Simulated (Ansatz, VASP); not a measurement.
# CdS (Greenockite): VASP beside Ansatz

```
CELL_PARAMETERS angstrom
4.19656 0.00000 0.00000
0.00000 6.82884 0.00000
0.00000 0.00000 27.11443
ATOMIC_POSITIONS crystal
Cd 0.00000 0.95253 0.29755
Cd 0.50000 0.51387 0.31559
Cd 0.50000 0.00838 0.41396
Cd 0.00000 0.51283 0.45286
Cd 0.00000 0.01283 0.54714
Cd 0.50000 0.50838 0.58604
Cd 0.50000 0.01387 0.68441
Cd 0.00000 0.45253 0.70245
S 0.00000 0.61405 0.26973
S 0.50000 0.13082 0.32305
S 0.50000 0.63233 0.40792
S 0.00000 0.13520 0.45720
S 0.00000 0.63520 0.54280
S 0.50000 0.13233 0.59208
S 0.50000 0.63082 0.67695
S 0.00000 0.11405 0.73027
```

Alike in both runs: functional PBE; k mesh 6 × 4 × 1; occupations gaussian, width 0.05 eV; no spin polarisation.

Ansatz relaxed the structure, and its values are those at the end. VASP's run is a single point on that final structure, the one shown.

```csv
,VASP,Ansatz
version,VASP 6.6.1,Ansatz 0.2.0
potentials or method,"VASP PAW PBE potentials, release 64 (Cd, S)","scalar-relativistic, plane waves, PAW"
plane-wave cutoff (eV),520,420
valence electrons in the cell,144,208
```

Ansatz gave:

* gap on the k mesh at the Fermi level (eV): 1.36
* least direct gap on the mesh (eV): 1.36
* rms of the force components (eV/Å): 0.002

Problem. What did VASP give for the same quantities?

Solution. gap on the k mesh at the Fermi level (eV): 1.37; least direct gap on the mesh (eV): 1.37; rms of the force components (eV/Å): 0.013.

With one functional, cell and mesh, what is left measures potentials, basis and numerics. The two sets of potentials don't hold the same shells in valence.
